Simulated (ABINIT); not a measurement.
Nb, 1 atom in the cell. The typed cell holds 1 atom: a = 3.043 Å, b = 2.874 Å, c = 3.047 Å, α = 59.85°, β = 60.00°, γ = 60.70°. This isn't the form of Nb at room conditions, which is bcc. The cell isn't the ideal one: cell strained at random at fixed volume.

- Program: ABINIT 10.8.3 (patched build)
- Task: single point
- Functional: PBE
- Potentials or basis: JTH PAW PBE v2.0
- Cutoff: 435 eV
- k mesh: 11 × 11 × 11
- Occupations: fermi-dirac, width 0.05 eV
- Spin: no spin polarisation
- Fine-grid cutoff: 870.764 eV
- Exchange and correlation inside the PAW spheres: full angular mesh (pawxcdev 0, this build's default; the released program takes 1)

Potentials or basis: JTH PAW PBE v2.0.

Command:

```console
$ abinit run.abi > log 2>&1
```

Hardware: 1 thread of Intel(R) Xeon(R) 6975P-C (Granite Rapids), on a shared host.

Question: Estimate the wall time of this run.

Answer: Run time: 43 s on 1 thread of Intel(R) Xeon(R) 6975P-C (Granite Rapids) (shared host), peak memory 0.2 GiB. Counts: scf iterations 9, mpi ranks 1, k points 666, bands 11, plane waves 403.
